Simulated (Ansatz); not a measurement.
# C: the cost of one run

Program: Ansatz 0.2.0. Level of theory: DFT PBE+D3(BJ), scalar-relativistic, plane waves, PAW. These are calculated values, not measurements.

1 further run of the same task is left out (it didn't finish).

### Step 1. The system as given

The structure is trigonal, space group P-3m1 (No. 164). Conventional cell: a = 2.465 Å, b = 2.465 Å, c = 23.922 Å, α = 90.00°, β = 90.00°, γ = 120.00°. C (site symmetry 3m) is surrounded by 3 C at 1.42 Å.

Structure file:

```
C
1.0
     2.46527    0.00000    0.00000
    -1.23263    2.13498    0.00000
     0.00000    0.00000   23.92229
C
4
Direct
  0.00000 0.00000 0.57116
  0.00000 0.00000 0.42884
  0.33333 0.66667 0.42882
  0.66667 0.33333 0.57118
```

It goes back to an entry of the Materials Project, which need not be the stable form.

It is the result of an earlier relaxation at this level (volume 31.48 Å³/atom; gap on the mesh: none (metal)).

### Step 2. The undisturbed cell

input.yaml reads:

```yaml
crystal:
  lattice:
    - [2.4652678561, 0.0, 0.0]
    - [-1.232633928, 2.1349845905, 0.0]
    - [0.0, 0.0, 23.9222939139]
  atoms:
    - { symbol: C, position: [0.0, 0.0, 0.5711557753] }
    - { symbol: C, position: [0.0, 0.0, 0.4288442247] }
    - { symbol: C, position: [0.3333333333, 0.6666666667, 0.4288237756] }
    - { symbol: C, position: [0.6666666667, 0.3333333333, 0.5711762244] }
basis:
  ecutwfc: 420
kpoints:
  mp_grid: { grid: [24, 24, 2] }
hamiltonian:
  xc: pbe
  dispersion: d3bj
scf:
  occupations: { method: gaussian, width: 0.15 }
output:
  forces: true
  stress: true
  eigenvalues: true
  write_density: true
  write_potential: true
  elf: true
  volumetric_format: npy
```

Launch:

```bash
ansatz run input.yaml --threads 1 --pin off --max-ram 2560MiB --backend cpu --events-out ev --progress --plain --runs-dir out
```

Q: Estimate wall time and peak memory on 1 thread of Intel Xeon 6975P-C (Granite Rapids), shared host.

About 6.1 s, with a peak of 0.5 GiB.
